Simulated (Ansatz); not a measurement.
## Sr: what symmetry allows forces and stress to be

```xyz
4
Lattice="4.4074 0.0000 -0.0860 -2.2037 3.8180 0.0430 -0.2837 0.0000 14.8919" Properties=species:S:1:pos:R:3 pbc="T T T"
Sr    0.1297   -0.0889   -0.2660
Sr   -0.0709    2.4506    3.7230
Sr   -0.2716   -0.0889    7.7120
Sr    1.9909    1.5452   11.1259
```

These are results of Ansatz, DFT PBEsol, scalar-relativistic, plane waves, PAW, not measurements.

Cutoff 420 eV; k points 10×10×4 on the computed 4-atom cell (Γ-centred); Gaussian smearing, width 0.10 eV; no spin polarisation.

This distorted cell has space group C2, with 2 operations.

Task: Without a calculation: in which directions can each atom feel a force?

Result: A force must be left unchanged by every operation that keeps its atom in place, so it lies in the space that those operations leave fixed. Atoms that the group maps onto each other feel forces of one size.
```tsv
atom	site symmetry	operations at the site	equivalent to atom	allowed force (Cartesian)
Sr1	1	1	1	any direction
Sr2	2	2	2	along (0.00, 1.00, 0.00)
Sr3	1	1	1	any direction
Sr4	2	2	4	along (0.00, 1.00, 0.00)
```

That leaves 5 independent force components of 12, tied by 1 condition that the forces sum to zero, so 4 remain. A relaxation in this cell that keeps the symmetry moves the atoms in these directions alone.

Task: And the stress tensor?

Result: It must be invariant under the point group, which leaves 4 independent components: yz, xy vanish.

Task: Do the computed values obey this?

Result: Yes. Forces (eV/Å):
```
Sr1 -0.021  0.086  0.246
Sr2  0.000 -0.014  0.000
Sr3  0.021  0.086 -0.246
Sr4  0.000 -0.157  0.000
```

Stress (GPa, compression positive, xx yy zz yz xz xy): -1.68 -1.34 -1.57 0.00 0.12 0.00. The program imposes the same operations on density, forces and stress, so this confirms the analysis and is no independent test of the calculation.

This form isn't the element's structure at ambient conditions.